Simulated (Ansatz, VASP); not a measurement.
## One calculation of Co, two programs

```xyz
2
Lattice="0.0000 2.4285 2.4285 2.4285 0.0000 2.4285 2.4285 2.4285 0.0000" Properties=species:S:1:pos:R:3 pbc="T T T"
Co    0.6071    0.6071    0.6071
Co    4.2498    4.2498    4.2498
```

Alike in both runs: task single point; functional LDA; k mesh 13 × 13 × 13; occupations fermi-dirac, width 0.1 eV; no spin polarisation.

```csv
,VASP,Ansatz
version,VASP 6.6.1,Ansatz 0.2.0
potentials or method,"VASP PAW LDA potentials, release 64 (Co)","plane waves (420 eV) with PAW, scalar-relativistic"
plane-wave cutoff (eV),520,420
valence electrons in the cell,18,34
```

|  | VASP | Ansatz | Ansatz less VASP |
| --- | --- | --- | --- |
| pressure (GPa) | -7.2 | -6.0 | +1.26 |

The two sets of potentials don't hold the same shells in valence. Ansatz warned: «pseudo_functional_mismatch».

Caveats: the run has no spin polarisation, though such a crystal can be magnetic. Spin polarisation is off, so any magnetic state and its effect on volume and gap are missing.
